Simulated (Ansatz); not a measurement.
## Eigenvalues along a path: I (begun as A7 type, now sc)

```
CELL_PARAMETERS angstrom
1.87839 -1.08449 3.07321
0.00000 2.16897 3.07321
-1.87839 -1.08449 3.07321
ATOMIC_POSITIONS crystal
I 0.25000 0.25000 0.25000
I 0.75000 0.75000 0.75000
```

The cell comes from a relaxation on PAW files under the same functional, begun from a prototype that needn't be the stable phase.

All numbers are PBE results (scalar-relativistic) from Ansatz 0.2.0, with a Γ-centred 11×11×11 k mesh, Fermi–Dirac smearing of 0.1 eV, no spin polarisation. Methods: LAPW: all electrons, basis error target 1 meV/atom.

This run: volume at 0.45 of the series' base cell.

Spin–orbit coupling is left out, which matters for the heavy atoms. The structure type is held throughout; the real material can change phase at far lower pressure.

Path points, in fractions of the reciprocal vectors: Γ (0.000, 0.000, 0.000), T (1.000, 1.000, 1.000), H2 (1.001, 1.000, 0.999), H0 (0.999, 0.001, 0.000), L (0.500, 0.500, 0.000), S0 (0.499, 0.000, -0.499), S2 (1.000, 0.501, 0.499), F (1.000, 0.500, 0.500). The distance column jumps between branches of the path. Levels in eV from the Fermi level; bands 19 to 28, counted from the lowest band of the run. The gap is zero, the pressure 111.1 GPa.

```
# k(1/Å) point b19 b20 b21 b22 b23 b24 b25 b26 b27 b28
0.000 Γ -21.51 -9.47 -7.32 -7.29 -7.29 -0.42 -0.42 -0.41 1.46 1.49
0.511 - -20.56 -13.47 -7.02 -7.02 -5.10 -3.12 -3.12 -2.12 2.16 3.13
1.022 - -17.77 -17.77 -5.77 -5.77 -5.77 -5.77 -3.98 -3.98 7.04 7.04
1.533 - -20.56 -13.47 -7.02 -7.02 -5.10 -3.12 -3.12 -2.12 2.16 3.13
2.045 T -21.51 -9.47 -7.32 -7.29 -7.29 -0.42 -0.42 -0.41 1.46 1.49
2.046 - -21.51 -9.47 -7.32 -7.29 -7.29 -0.42 -0.42 -0.41 1.46 1.49
2.047 - -21.51 -9.47 -7.32 -7.29 -7.29 -0.42 -0.42 -0.41 1.46 1.49
2.048 - -21.51 -9.47 -7.32 -7.29 -7.29 -0.42 -0.42 -0.41 1.46 1.49
2.049 H2 -21.51 -9.48 -7.32 -7.29 -7.29 -0.42 -0.42 -0.41 1.46 1.49
4.407 H0 -21.51 -9.48 -7.32 -7.29 -7.29 -0.42 -0.42 -0.41 1.46 1.49
4.824 - -20.86 -12.38 -8.39 -6.49 -4.85 -3.45 -2.84 0.23 1.12 2.02
5.241 - -19.00 -15.41 -10.46 -6.90 -5.92 -4.14 -2.23 2.02 2.53 3.64
5.658 - -17.32 -16.19 -12.07 -9.14 -8.34 -0.56 0.35 0.63 4.37 5.55
6.075 L -17.96 -14.08 -12.65 -9.91 -9.89 -2.04 2.49 2.50 5.67 7.20
6.370 - -18.89 -13.75 -11.02 -9.63 -9.61 -1.76 1.90 1.90 3.10 6.25
6.666 - -20.26 -12.75 -8.84 -8.82 -7.57 -1.10 -0.92 0.78 0.78 5.13
6.961 - -21.19 -11.09 -7.84 -7.82 -4.93 -3.44 -0.10 -0.09 0.40 2.56
7.257 Γ -21.51 -9.47 -7.32 -7.29 -7.29 -0.42 -0.42 -0.41 1.46 1.49
7.674 - -20.88 -12.35 -8.37 -6.50 -4.87 -3.42 -2.82 0.22 1.12 2.01
8.092 - -19.02 -15.39 -10.45 -6.88 -5.90 -4.16 -2.25 2.00 2.51 3.63
8.509 - -17.31 -16.21 -12.06 -9.13 -8.33 -0.59 0.38 0.62 4.36 5.53
8.927 S0 -17.96 -14.08 -12.65 -9.91 -9.89 -2.04 2.49 2.50 5.67 7.20
10.595 S2 -17.96 -14.08 -12.65 -9.91 -9.89 -2.04 2.49 2.50 5.67 7.20
10.596 - -17.96 -14.08 -12.65 -9.91 -9.89 -2.04 2.49 2.50 5.67 7.20
10.596 - -17.96 -14.08 -12.65 -9.91 -9.89 -2.04 2.49 2.50 5.67 7.20
10.597 - -17.96 -14.08 -12.65 -9.91 -9.89 -2.04 2.49 2.50 5.67 7.20
10.597 F -17.96 -14.08 -12.65 -9.91 -9.89 -2.04 2.49 2.50 5.67 7.20
```
